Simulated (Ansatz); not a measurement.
# Ti₃Al: a line through an energy map

Aim: follow the energy of Ti₃Al (P-6m2, No. 187; 4 atoms in the cell) along one coordinate, c/a of the conventional cell at fixed volume, with the other held at shift of Ti2 along [0 0 1] = −0.10 Å.

Method: DFT PBE, scalar-relativistic, plane waves, PAW, in Ansatz 0.2.0.

19 further runs of the same task are left out: 19 set aside as unsound or not needed.

## 1. The system as given

It takes space group P-6m2 (No. 187, hexagonal). Conventional cell: a = 2.930 Å, b = 2.930 Å, c = 9.232 Å, α = 90.00°, β = 90.00°, γ = 120.00°. Ti (site symmetry -6m2) has 12 Ti at 2.86 to 2.93 Å as nearest neighbours. Ti (site symmetry 3m) has 9 Ti at 2.86 to 2.93 Å and 3 Al at 2.86 Å as nearest neighbours. Around Al (site symmetry -6m2) lie 6 Ti at 2.86 Å and 6 Al at 2.93 Å.

Coordinates:

```cif
data_structure
_symmetry_space_group_name_H-M 'P 1'
_symmetry_Int_Tables_number 1
_cell_length_a 2.9297
_cell_length_b 2.9297
_cell_length_c 9.2315
_cell_angle_alpha 90.000
_cell_angle_beta 90.000
_cell_angle_gamma 120.000
_cell_volume 68.62
loop_
_atom_site_label
_atom_site_type_symbol
_atom_site_fract_x
_atom_site_fract_y
_atom_site_fract_z
_atom_site_occupancy
Ti1 Ti 0.66667 0.33333 0.00000 1
Ti2 Ti 0.33333 0.66667 0.75046 1
Ti3 Ti 0.33333 0.66667 0.24954 1
Al1 Al 0.66667 0.33333 0.50000 1
```

It goes back to an entry of the Materials Project, which need not be the stable form.

This cell was relaxed beforehand with the same method: volume 17.16 Å³/atom, gap on the mesh none (metal).

## 2. Plan of the line

Atoms count from 1 in the order of the input.

The energy is mapped over a free internal coordinate and the cell.

- shift of Ti2 along [0 0 1], its symmetry partners moved as symmetry demands (measured in the relaxed cell): 7 values from −0.15 to 0.15 Å
- c/a of the conventional cell at fixed volume: 7 values from 2.899 to 3.403

Nothing else is relaxed (all other coordinates fixed). Energies count from the relaxed crystal. Points are written as (first, second).

## 3. Grid point (−0.10 Å, 2.899)

The input, input.yaml:

```yaml
crystal:
  lattice:
    - [3.0123075325, 0.0, 0.0]
    - [-1.5061537662, 2.6087348472, 0.0]
    - [0.0, 0.0, 8.732378306]
  atoms:
    - { symbol: Ti, position: [0.6666666667, 0.3333333333, 0.0] }
    - { symbol: Ti, position: [0.3333333333, 0.6666666667, 0.7396251305] }
    - { symbol: Ti, position: [0.3333333333, 0.6666666667, 0.2603748695] }
    - { symbol: Al, position: [0.6666666667, 0.3333333333, 0.5] }
basis:
  ecutwfc: 520.0
kpoints:
  mp_grid: { grid: [15, 15, 6] }
hamiltonian:
  xc: pbe
  pseudopotentials: { kind: paw, azcp: { folder: soft_1 } }
scf:
  occupations: { method: gaussian, width: 0.15 }
output:
  forces: true
  stress: true
  eigenvalues: true
```

On the command line:

```
> ansatz run input.yaml --threads 2 --pin off --max-ram 4096MiB --backend cpu --events-out ev --progress --plain --runs-dir out
```

The session goes on with these runs: the other points of the line.

What does the calculation give? Wanted: for each run, c/a of the conventional cell at fixed volume; energy; slope; pressure; largest force on an atom.

**Answer**, as computed:

| c/a of the conventional cell at fixed volume | step | energy (meV/atom) | slope (meV/atom per unit) | pressure (GPa) | largest force on an atom (eV/Å) |
| --- | --- | --- | --- | --- | --- |
| 2.899 | 3 | 64 | −311 | 1.23 | 0.94 |
| 2.983 | 4 | 41 | −225 | 0.86 | 0.92 |
| 3.067 | 5 | 26 | −131 | 0.50 | 0.85 |
| 3.151 | – | 19 | −43 | 0.20 | 0.75 |
| 3.235 | 6 | 19 | 32 | −0.04 | 0.64 |
| 3.319 | 7 | 24 | 101 | −0.22 | 0.52 |
| 3.403 | 8 | 36 | 164 | −0.35 | 0.41 |

Energies count from the relaxed crystal. Rows without a step come from runs not printed here or follow by symmetry. Slopes come from the forces (and the stress, where the cell changes), not from differences of energies.

**Reading.** The lowest point of the line is at 3.235, 19 meV/atom from the zero. A fit to energies and slopes at the lowest point and its two neighbours puts the minimum at 3.1972, with a curvature of about 890 meV/atom per (unit)². The highest point computed, at 2.899, lies 45 meV/atom above the lowest. This is one cut through a surface in two coordinates; the map's lowest point lies off it. A rigid map gives upper bounds: relaxing the other coordinates can only lower a point.
